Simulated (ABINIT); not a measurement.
The system is MoS2.

```
Mo S
1.0
     1.58000    0.91221    6.15000
    -1.58000    0.91221    6.15000
     0.00000   -1.82443    6.15000
Mo S
1 2
Direct
  0.00000 0.00000 0.00000
  0.41700 0.41700 0.41700
  0.25000 0.25000 0.25000
```

Measurements of this composition are mostly on another form, of space group No. 194.

Base run:

- Program: ABINIT 10.8.3 (patched build)
- Functional: PBEsol
- Potentials or basis: PseudoDojo NC SR PBEsol v0.4.1 standard
- Cutoff: 980 eV
- k mesh: 8 × 8 × 8
- Occupations: fermi-dirac, width 0.05 eV
- Spin: no spin polarisation

Its results: band gap on the k mesh 0.99 eV, indirect (least direct gap 2.03 eV); pressure 0.3 GPa; largest force 0.269 eV/Å.

Problem. The run is repeated on the same cell with these changes: functional from PBEsol to LDA; potentials or basis from PseudoDojo NC SR PBEsol v0.4.1 standard to PseudoDojo NC SR LDA v0.4.1 standard; cutoff from 980 eV to 952 eV. What comes out?

Solution. Band gap on the k mesh 0.96 eV, indirect (least direct gap 2.02 eV); pressure -2.6 GPa; largest force 0.092 eV/Å.

A k mesh can miss the band edges.
